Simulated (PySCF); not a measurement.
Predicted microwave data (PBE0-D3(BJ)/def2-SVP geometry optimisation, gas phase in PySCF 2.14.0) for one isomer of C5H8:

| Quantity | Value |
| --- | --- |
| Rotational constants | A = 19576, B = 2359, C = 2342 MHz |
| Dipole components | \|μa\| = 0.00 D, \|μb\| = 0.11 D, \|μc\| = 0.00 D |
| Inertial defect | -24.31 u·Å² |
| κ | -1.00 |

**Question.** Which candidate fits, each taken in the one conformer that was computed?
A. `[CH2:1]=[CH:2][CH2:3][CH:4]=[CH2:5]` with C1–C2–C3–C4 116°, C2–C3–C4–C5 117°
B. `[CH2:1]=[C:2]1[CH2:3][CH2:4][CH2:5]1` with C1–C2–C3–C4 -162°, C2–C3–C4–C5 -12°, C3–C4–C5–C2 12°, C1–C2–C5–C4 162°
C. spiropentane (`C1CC12CC2`)

**Answer.** A. It is C=CCC=C, a near-prolate asymmetric top, point group C2. The candidates at the same level (rigid rotor, commonest isotopes):

```tsv
SMILES	A (MHz)	B (MHz)	C (MHz)	μa (D)	μb (D)	μc (D)	Δ (u·Å²)	point group	rotor
C=C1CCC1	10518	4611	3464	0.53	0.00	0.04	-11.74	Cs	asymmetric top
C1CC12CC2	10642	4190	4189	0.00	0.00	0.00	-47.48	D2d	prolate symmetric top
C=CCC=C	19576	2359	2342	0.00	0.11	0.00	-24.31	C2	near-prolate asymmetric top
```

`C1CC12CC2` has C 79 % too high; `C=C1CCC1` has B 95 % too high. In the right answer the symmetry axis of this C2 structure is b, so μa and μc vanish by symmetry. No structure here is proved a minimum.
